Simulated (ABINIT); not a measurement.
Write the native input for ABINIT 10.8.3 (patched build) that does the following.

```yaml
Task: equation of state
Functional: PBE
Potentials_or_basis: JTH PAW PBE v2.0
Cutoff: 599 eV
k_mesh: 10 × 10 × 10
Occupations: fermi-dirac, width 0.05 eV
Spin: no spin polarisation
Fine-grid_cutoff: 1197.3 eV
```

Crystal: Ge.

```
Ge
1.0
     2.71047    0.00000    0.00000
     0.00000    2.71047    0.00000
     0.00000    0.00000    2.71047
Ge
1
Direct
  0.00000 0.00000 0.00000
```

The cell was built by a generator and needn't be a form met in nature.

The input as run:

run.abi

```
# Datasets: one volume each
ndtset 7
getwfk -1
scalecart1 3*0.9795861087
scalecart2 3*0.9864848297
scalecart3 3*0.9932883884
scalecart4 3*1.0000000000
scalecart5 3*1.0066227096
scalecart6 3*1.0131594038
scalecart7 3*1.0196128224

# Pseudopotentials
pp_dirpath "./"
pseudos "Ge.GGA_PBE-JTH.xml"

# Structure
acell 3*1.0 Angstrom
rprim
     2.7104700000     0.0000000000     0.0000000000
     0.0000000000     2.7104700000     0.0000000000
     0.0000000000     0.0000000000     2.7104700000
ntypat 1
znucl 32
natom 1
typat 1
xred
     0.0000000000     0.0000000000     0.0000000000

# Plane-wave basis
ecut 22.0
pawecutdg 44.0
pawxcdev 0

# k points
kptopt 1
ngkpt 10 10 10
nshiftk 1
shiftk 0.0 0.0 0.0

# Exchange and correlation
ixc 11

# Bands and occupations
nband 11
occopt 3
tsmear 0.05 eV

# SCF cycle
nstep 100
tolvrs 1.0e-9

# Output
iomode 3
prtwf 1
prtden 0
prteig 0
prtebands 0
enunit 2
```

Potentials or basis: JTH PAW PBE v2.0.

Run with:

```sh
$ abinit run.abi > log 2>&1
```

Results of the run:

- Equilibrium volume: 19.85 Å³/atom
- Bulk modulus: 70 GPa
- Pressure derivative of the bulk modulus: 4.2

Caveat: pressures at fixed basis lie under the slope of the energies.

It took 59 s on 1 thread of Arm Neoverse V2, on a shared host, peak memory 0.13 GiB.
